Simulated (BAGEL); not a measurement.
# C4H6 (cyclobutene): levels of theory compared

We compute a comparison of 4 runs (HF/cc-pVDZ, HF/def2-SVP, B3LYP/6-31G*) of C4H6 (cyclobutene). 

The calculation is run with BAGEL 1.2.2.

### 1 Starting point

The species is C4H6 (10 atoms), meant as a singlet with charge 0. SMILES: `C1=CCC1`. The coordinates come from a PBE0-D4/def2-TZVP relaxation.

Bond lengths: C1–C2 1.334 Å, C2–C3 1.508 Å, C1–C4 1.508 Å, C3–C4 1.558 Å, C1–H5 1.084 Å, C2–H6 1.084 Å, C3–H7 1.093 Å, C3–H8 1.094 Å, C4–H9 1.093 Å, C4–H10 1.094 Å. Some angles: C1–C2–C3 94.3°, C2–C1–C4 94.3°, C2–C3–C4 85.7°, C1–C4–C3 85.7°, C1–C2–H6 133.5°, C3–C2–H6 132.2°, C2–C1–H5 133.5°, C4–C1–H5 132.2°, C2–C3–H7 115.8°, C2–C3–H8 115.8°.

### 2 The energy at HF/cc-pVDZ (run 1)

job.json reads:

```json
{ "bagel" : [

{
  "title" : "molecule",
  "basis" : "cc-pvdz.json",
  "df_basis" : "cc-pvdz-autoaux.json",
  "finite_nucleus" : true,
  "geometry" : [
    { "atom" : "C", "xyz" : [ -0.62360962,  1.90956825, -0.73019017 ] },
    { "atom" : "C", "xyz" : [ -2.06925011,  0.23016864,  0.47167564 ] },
    { "atom" : "C", "xyz" : [  0.02966870, -1.67089584,  0.78442531 ] },
    { "atom" : "C", "xyz" : [  1.71832797,  0.29101782, -0.61964120 ] },
    { "atom" : "H", "xyz" : [ -0.97585457,  3.76962567, -1.51348165 ] },
    { "atom" : "H", "xyz" : [ -4.03928959,  0.21070446,  1.03368019 ] },
    { "atom" : "H", "xyz" : [ -0.22449946, -3.46462388, -0.20919268 ] },
    { "atom" : "H", "xyz" : [  0.59998804, -2.07095086,  2.72989836 ] },
    { "atom" : "H", "xyz" : [  3.28302120,  1.04615238,  0.49888770 ] },
    { "atom" : "H", "xyz" : [  2.45853369, -0.34770961, -2.44020334 ] }
  ]
},
{ "title" : "hf", "charge" : 0, "df" : false },
{ "title" : "print", "file" : "orbitals.molden", "orbitals" : true }

]}
```

The basis set cc-pVDZ is read from a file made from the Basis Set Exchange's data (not shown).

On the command line:

```bash
$ BAGEL_NUM_THREADS=1 BAGEL job.json > job.out
```

The log of the run:

```text
* using 1 threads per process

  ===============================================================
  ===============================================================

  *** Geometry ***

  { "atom" : "C", "xyz" : [     -0.623610,      1.909568,     -0.730190 ] },
  { "atom" : "C", "xyz" : [     -2.069250,      0.230169,      0.471676 ] },
  { "atom" : "C", "xyz" : [      0.029669,     -1.670896,      0.784425 ] },
  { "atom" : "C", "xyz" : [      1.718328,      0.291018,     -0.619641 ] },
  { "atom" : "H", "xyz" : [     -0.975855,      3.769626,     -1.513482 ] },
  { "atom" : "H", "xyz" : [     -4.039290,      0.210704,      1.033680 ] },
  { "atom" : "H", "xyz" : [     -0.224499,     -3.464624,     -0.209193 ] },
  { "atom" : "H", "xyz" : [      0.599988,     -2.070951,      2.729898 ] },
  { "atom" : "H", "xyz" : [      3.283021,      1.046152,      0.498888 ] },
  { "atom" : "H", "xyz" : [      2.458534,     -0.347710,     -2.440203 ] },

  Number of auxiliary basis functions:      594

  Since a DF basis is specified, we compute 2- and 3-index integrals:
    o Being stored without compression. Storage requirement is 0.035 GB

  Number of basis functions:       86
  Number of electrons      :       30

    * METHOD: MOLECULE                             0.44

  *** RHF ***

  === Nuclear Repulsion ===
   113.6949357623

      * DIIS with orbital gradients will be used.

  === RHF iteration (cc-pvdz.json) ===
      0       -128.61769856          0.09266971           0.95
      1       -149.79605763          0.09358374           0.95
      2       -154.42025889          0.03109075           0.93
      3       -154.86159181          0.01142768           0.92
      4       -154.90755778          0.00337795           0.92
      5       -154.91194716          0.00053681           0.91
      6       -154.91209347          0.00014810           0.90
      7       -154.91210261          0.00004514           0.88
      8       -154.91210376          0.00000798           0.88
      9       -154.91210384          0.00000303           0.86
     10       -154.91210385          0.00000068           0.85
     11       -154.91210385          0.00000030           0.83
     12       -154.91210386          0.00000008           0.82
     13       -154.91210386          0.00000003           0.80
     14       -154.91210386          0.00000001           0.77
    * SCF iteration converged.

    * Permanent dipole moment:
           (   -0.015586,     0.012364,    -0.001502) a.u.

    * METHOD: HF                                  13.48

    * METHOD: PRINT                                0.01

  ===============================================================
```

Wall time 14 s (1 thread of Intel Xeon Platinum 8259CL at 2.50GHz (Skylake/Cascade Lake), shared host); peak memory 0.26 GiB.

### 3 The energy at HF/def2-SVP (run 2)

calc.json reads:

```json
{ "bagel" : [

{
  "title" : "molecule",
  "basis" : "svp",
  "df_basis" : "qzvpp-jkfit",
  "angstrom" : true,
  "geometry" : [
    { "atom" : "C", "xyz" : [      -0.330000,       1.010500,      -0.386400 ] },
    { "atom" : "C", "xyz" : [      -1.095000,       0.121800,       0.249600 ] },
    { "atom" : "C", "xyz" : [       0.015700,      -0.884200,       0.415100 ] },
    { "atom" : "C", "xyz" : [       0.909300,       0.154000,      -0.327900 ] },
    { "atom" : "H", "xyz" : [      -0.516400,       1.994800,      -0.800900 ] },
    { "atom" : "H", "xyz" : [      -2.137500,       0.111500,       0.547000 ] },
    { "atom" : "H", "xyz" : [      -0.118800,      -1.833400,      -0.110700 ] },
    { "atom" : "H", "xyz" : [       0.317500,      -1.095900,       1.444600 ] },
    { "atom" : "H", "xyz" : [       1.737300,       0.553600,       0.264000 ] },
    { "atom" : "H", "xyz" : [       1.301000,      -0.184000,      -1.291300 ] }
  ]
},

{ "title" : "hf", "df" : false },

{ "title" : "print", "file" : "orbitals.molden", "orbitals" : true }

]}
```

On the command line:

```bash
$ BAGEL_NUM_THREADS=1 BAGEL calc.json > calc.out
```

The log of the run:

```text
* using 1 threads per process

  ===============================================================
  ===============================================================

  *** Geometry ***

  { "atom" : "C", "xyz" : [     -0.623610,      1.909568,     -0.730190 ] },
  { "atom" : "C", "xyz" : [     -2.069250,      0.230169,      0.471676 ] },
  { "atom" : "C", "xyz" : [      0.029669,     -1.670896,      0.784425 ] },
  { "atom" : "C", "xyz" : [      1.718328,      0.291018,     -0.619641 ] },
  { "atom" : "H", "xyz" : [     -0.975855,      3.769626,     -1.513482 ] },
  { "atom" : "H", "xyz" : [     -4.039290,      0.210704,      1.033680 ] },
  { "atom" : "H", "xyz" : [     -0.224499,     -3.464624,     -0.209193 ] },
  { "atom" : "H", "xyz" : [      0.599988,     -2.070951,      2.729898 ] },
  { "atom" : "H", "xyz" : [      3.283021,      1.046152,      0.498888 ] },
  { "atom" : "H", "xyz" : [      2.458534,     -0.347710,     -2.440203 ] },

  Number of auxiliary basis functions:      408

  Since a DF basis is specified, we compute 2- and 3-index integrals:
    o Being stored without compression. Storage requirement is 0.024 GB

  Number of basis functions:       86
  Number of electrons      :       30

    * METHOD: MOLECULE                             0.32

  *** RHF ***

  === Nuclear Repulsion ===
   113.6949357579

      * DIIS with orbital gradients will be used.

  === RHF iteration (svp) ===
      0       -131.39665824          0.08137040           0.87
      1       -149.50414907          0.10051041           0.81
      2       -153.84879642          0.04414537           0.75
      3       -154.66747456          0.01701339           0.74
      4       -154.77825894          0.00459630           0.74
      5       -154.78727076          0.00058566           0.74
      6       -154.78746267          0.00024763           0.72
      7       -154.78749230          0.00005429           0.71
      8       -154.78749447          0.00001050           0.71
      9       -154.78749460          0.00000342           0.70
     10       -154.78749461          0.00000082           0.68
     11       -154.78749461          0.00000038           0.66
     12       -154.78749461          0.00000012           0.67
     13       -154.78749461          0.00000004           0.64
     14       -154.78749461          0.00000002           0.61
     15       -154.78749461          0.00000000           0.60
    * SCF iteration converged.

    * Permanent dipole moment:
           (   -0.025206,     0.019985,    -0.002419) a.u.

    * METHOD: HF                                  11.67

    * METHOD: PRINT                                0.01

  ===============================================================
```

Wall time 12 s (1 thread of Intel Xeon Platinum 8259CL at 2.50GHz (Skylake/Cascade Lake), shared host); peak memory 0.08 GiB.

### 4 Energy and forces at B3LYP/6-31G(d) (density fitting with qzvpp-jkfit, spherical functions) (run 3)

calc.json reads:

```json
{ "bagel": [

{
  "title": "molecule",
  "basis": "6-31gs.json",
  "df_basis": "qzvpp-jkfit",
  "angstrom": true,
  "geometry": [
    { "atom": "C", "xyz": [   -0.330000,    1.010500,   -0.386400 ] },
    { "atom": "C", "xyz": [   -1.095000,    0.121800,    0.249600 ] },
    { "atom": "C", "xyz": [    0.015700,   -0.884200,    0.415100 ] },
    { "atom": "C", "xyz": [    0.909300,    0.154000,   -0.327900 ] },
    { "atom": "H", "xyz": [   -0.516400,    1.994800,   -0.800900 ] },
    { "atom": "H", "xyz": [   -2.137500,    0.111500,    0.547000 ] },
    { "atom": "H", "xyz": [   -0.118800,   -1.833400,   -0.110700 ] },
    { "atom": "H", "xyz": [    0.317500,   -1.095900,    1.444600 ] },
    { "atom": "H", "xyz": [    1.737300,    0.553600,    0.264000 ] },
    { "atom": "H", "xyz": [    1.301000,   -0.184000,   -1.291300 ] }
  ]
},
{
  "title": "force",
  "method": [
    {
      "title": "ks",
      "xc_func": "b3lyp"
    }
  ]
}

]}
```

The basis set 6-31G* is read from a file made from the Basis Set Exchange's data (not shown).

On the command line:

```bash
$ BAGEL_NUM_THREADS=1 BAGEL calc.json > calc.out
```

The log of the run:

```text
* using 1 threads per process

  ===============================================================
  ===============================================================

  *** Geometry ***

  { "atom" : "C", "xyz" : [     -0.623610,      1.909568,     -0.730190 ] },
  { "atom" : "C", "xyz" : [     -2.069250,      0.230169,      0.471676 ] },
  { "atom" : "C", "xyz" : [      0.029669,     -1.670896,      0.784425 ] },
  { "atom" : "C", "xyz" : [      1.718328,      0.291018,     -0.619641 ] },
  { "atom" : "H", "xyz" : [     -0.975855,      3.769626,     -1.513482 ] },
  { "atom" : "H", "xyz" : [     -4.039290,      0.210704,      1.033680 ] },
  { "atom" : "H", "xyz" : [     -0.224499,     -3.464624,     -0.209193 ] },
  { "atom" : "H", "xyz" : [      0.599988,     -2.070951,      2.729898 ] },
  { "atom" : "H", "xyz" : [      3.283021,      1.046152,      0.498888 ] },
  { "atom" : "H", "xyz" : [      2.458534,     -0.347710,     -2.440203 ] },

  Number of auxiliary basis functions:      408

  Since a DF basis is specified, we compute 2- and 3-index integrals:
    o Being stored without compression. Storage requirement is 0.015 GB

  Number of basis functions:       68
  Number of electrons      :       30

    * METHOD: MOLECULE                             0.22

  The gradients will be computed analytically.

  *** Kohn-Sham DFT ***

    * Removing 19714 points whose weight is below 1.00e-10
    * Grid points: 129346

  === Nuclear Repulsion ===
   113.6949357579

       - DIIS with orbital gradients will be used.

  === KS iteration (b3lyp / 6-31gs.json) ===
      0       -127.44093761          0.19824716           0.41
      1       -133.81658972          0.11780115           0.47
      2       -131.67807265          0.20819555           0.41
      3       -148.06962342          0.14713673           0.40
      4       -151.62008303          0.10767882           0.44
      5       -153.93042619          0.08211408           0.53
[... 13 lines of this table left out ...]
     19       -155.97005691          0.00000006           0.40
     20       -155.97005691          0.00000001           0.40
    * SCF iteration converged.

    * Permanent dipole moment:
           (   -0.033771,     0.026783,    -0.003217) a.u.

  * Nuclear energy gradient

    o Atom   0
        x          0.0006946590
        y         -0.0072752413
        z          0.0032542241
    o Atom   1
        x          0.0075312268
        y          0.0007406942
        z         -0.0024825550
    o Atom   2
        x         -0.0000068156
        y          0.0056160377
        z         -0.0027256338
    o Atom   3
        x         -0.0058069872
        y         -0.0010252274
        z          0.0021717996
    o Atom   4
        x          0.0000792279
        y         -0.0020002973
        z          0.0009244017
    o Atom   5
        x          0.0020749523
        y          0.0003015768
        z         -0.0007212237
    o Atom   6
        x          0.0000627970
        y          0.0025676044
        z          0.0007936645
    o Atom   7
        x         -0.0007894454
        y          0.0010776788
        z         -0.0022559691
    o Atom   8
        x         -0.0023645367
        y         -0.0007253334
        z         -0.0010014323
    o Atom   9
        x         -0.0014795816
        y          0.0007138148
        z          0.0020309306
  * Gradient computed with                              7.62

    * METHOD: FORCE                               17.36

  ===============================================================
```

Wall time 18 s (1 thread of Intel Xeon Platinum 8259CL at 2.50GHz (Skylake/Cascade Lake), shared host); peak memory 0.96 GiB.

### 5 Energy and forces at B3LYP/6-31G(d) (density fitting with qzvpp-jkfit, Cartesian functions) (run 4)

dft.json reads:

```json
{ "bagel": [

{
  "title": "molecule",
  "basis": "6-31gs.json",
  "df_basis": "qzvpp-jkfit",
  "cartesian": true,
  "geometry": [
    { "atom": "C", "xyz": [ -0.62360962,  1.90956825, -0.73019017 ] },
    { "atom": "C", "xyz": [ -2.06925011,  0.23016864,  0.47167564 ] },
    { "atom": "C", "xyz": [  0.02966870, -1.67089584,  0.78442531 ] },
    { "atom": "C", "xyz": [  1.71832797,  0.29101782, -0.61964120 ] },
    { "atom": "H", "xyz": [ -0.97585457,  3.76962567, -1.51348165 ] },
    { "atom": "H", "xyz": [ -4.03928959,  0.21070446,  1.03368019 ] },
    { "atom": "H", "xyz": [ -0.22449946, -3.46462388, -0.20919268 ] },
    { "atom": "H", "xyz": [  0.59998804, -2.07095086,  2.72989836 ] },
    { "atom": "H", "xyz": [  3.28302120,  1.04615238,  0.49888770 ] },
    { "atom": "H", "xyz": [  2.45853369, -0.34770961, -2.44020334 ] }
  ]
},
{
  "title": "force",
  "method": [
    { "title": "ks", "xc_func": "b3lyp" }
  ]
}

]}
```

The basis set 6-31G* is read from a file made from the Basis Set Exchange's data (not shown).

On the command line:

```bash
$ BAGEL_NUM_THREADS=1 BAGEL dft.json > dft.out
```

The log of the run:

```text
* using 1 threads per process

  ===============================================================
  ===============================================================

  Cartesian basis functions are used
  *** Geometry ***

  { "atom" : "C", "xyz" : [     -0.623610,      1.909568,     -0.730190 ] },
  { "atom" : "C", "xyz" : [     -2.069250,      0.230169,      0.471676 ] },
  { "atom" : "C", "xyz" : [      0.029669,     -1.670896,      0.784425 ] },
[... 6 lines of this table left out ...]
  { "atom" : "H", "xyz" : [      2.458534,     -0.347710,     -2.440203 ] },

  Number of auxiliary basis functions:      476

  Since a DF basis is specified, we compute 2- and 3-index integrals:
    o Being stored without compression. Storage requirement is 0.020 GB

  Number of basis functions:       72
  Number of electrons      :       30

    * METHOD: MOLECULE                             0.35

  The gradients will be computed analytically.

  *** Kohn-Sham DFT ***

    * Removing 19714 points whose weight is below 1.00e-10
    * Grid points: 129346

  === Nuclear Repulsion ===
   113.6949357623

       - DIIS with orbital gradients will be used.

  === KS iteration (b3lyp / 6-31gs.json) ===
      0       -126.91967337          0.16163268           0.53
      1       -133.71894848          0.12696324           0.49
      2       -131.30987517          0.17566336           0.42
[... 16 lines of this table left out ...]
     19       -155.97296982          0.00000000           0.43
    * SCF iteration converged.

    * Permanent dipole moment:
           (   -0.033885,     0.026874,    -0.003227) a.u.

  * Nuclear energy gradient

    o Atom   0
        x          0.0007704728
        y         -0.0070018840
        z          0.0031032430
    o Atom   1
        x          0.0072642499
        y          0.0006169843
        z         -0.0023489593
    o Atom   2
        x          0.0000405679
        y          0.0055507535
        z         -0.0027078749
    o Atom   3
        x         -0.0057302576
        y         -0.0010576517
        z          0.0021656132
    o Atom   4
        x          0.0000981747
        y         -0.0020509499
        z          0.0009431383
    o Atom   5
        x          0.0021320842
        y          0.0002933457
        z         -0.0007333553
    o Atom   6
        x          0.0000604701
        y          0.0025674353
        z          0.0007783413
    o Atom   7
        x         -0.0007848827
        y          0.0010892605
        z         -0.0022467754
    o Atom   8
        x         -0.0023668226
        y         -0.0007218764
        z         -0.0009867155
    o Atom   9
        x         -0.0014886619
        y          0.0007059234
        z          0.0020215684
  * Gradient computed with                              7.33

    * METHOD: FORCE                               17.09

  ===============================================================
```

Run time: 18 s. Hardware: 1 thread of Intel Xeon Platinum 8259CL at 2.50GHz (Skylake/Cascade Lake), shared host; peak memory 1 GiB.

### 6 Overview of the runs

```
run                                                                 level  nucleus  integral approximation  energy (Eh)  dipole moment (D)  wall time
  1                                                            HF/cc-pVDZ   finite                    none  -154.912104               0.05       14 s
  2                                                           HF/def2-SVP    point                    none  -154.787495               0.08       12 s
  3  B3LYP/6-31G* (density fitting with qzvpp-jkfit, spherical functions)    point             qzvpp-jkfit  -155.970057               0.11       18 s
  4  B3LYP/6-31G* (density fitting with qzvpp-jkfit, Cartesian functions)    point             qzvpp-jkfit  -155.972970               0.11       18 s
```

### 7 Outcome

```
                       quantity          value
            run 4: total energy  -155.97297 Eh
           run 4: dipole moment         0.11 D
run 4: largest force on an atom     0.396 eV/Å
```

What this shows: The dipole moment (its size) runs from 0.05 D (HF/cc-pVDZ) to 0.11 D (B3LYP/6-31G*). The two ends differ in method and basis. All runs together took 62 s, the longest 18 s.
